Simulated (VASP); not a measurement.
Input of a VASP 6.6.1 run:

File INCAR:

```
PREC     = Accurate       # precision mode
ENCUT    = 520            # plane-wave cutoff, eV
EDIFF    = 1E-7           # SCF threshold, eV
ISMEAR   = 0              # smearing method
SIGMA    = 0.15           # smearing width, eV
LREAL    = F              # projectors in reciprocal space
LASPH    = T              # aspherical terms in the spheres
NELM     = 100            # most SCF steps
ALGO     = Fast           # electronic algorithm
ISIF     = 2              # what is computed and relaxed
LWAVE    = F              # write WAVECAR
LCHARG   = T              # write CHGCAR
GGA      = PS             # functional
LELF     = T              # ELF
LVHAR    = T            
NBANDS   = 12             # bands
```

Contents of KPOINTS:

```
Automatic mesh
0
Gamma
  21 21 21
```

File POSCAR:

```
Cd
1.0
    1.6080291515      0.9283960635      2.4492874100
   -1.6080291515      0.9283960635      2.4492874100
    0.0000000000     -1.8567921270      2.4492874100
Cd
1
Direct
    0.0000000000      0.0000000000      0.0000000000
```

Potentials or basis: VASP PAW PBE potentials, release 64 (Cd).

Run with:

```sh
$ cat potpaw_PBE.64/Cd/POTCAR > POTCAR
$ mpirun -np 1 vasp_std > vasp.out
```

(1) Predict the pressure.

(2) Estimate the band gap on the k mesh.

## Answers

(1) -1.9 GPa.

(2) none (metal or under the smearing width).

Caveat: the PAW data sets were made with another functional, which shifts forces and pressure a little.
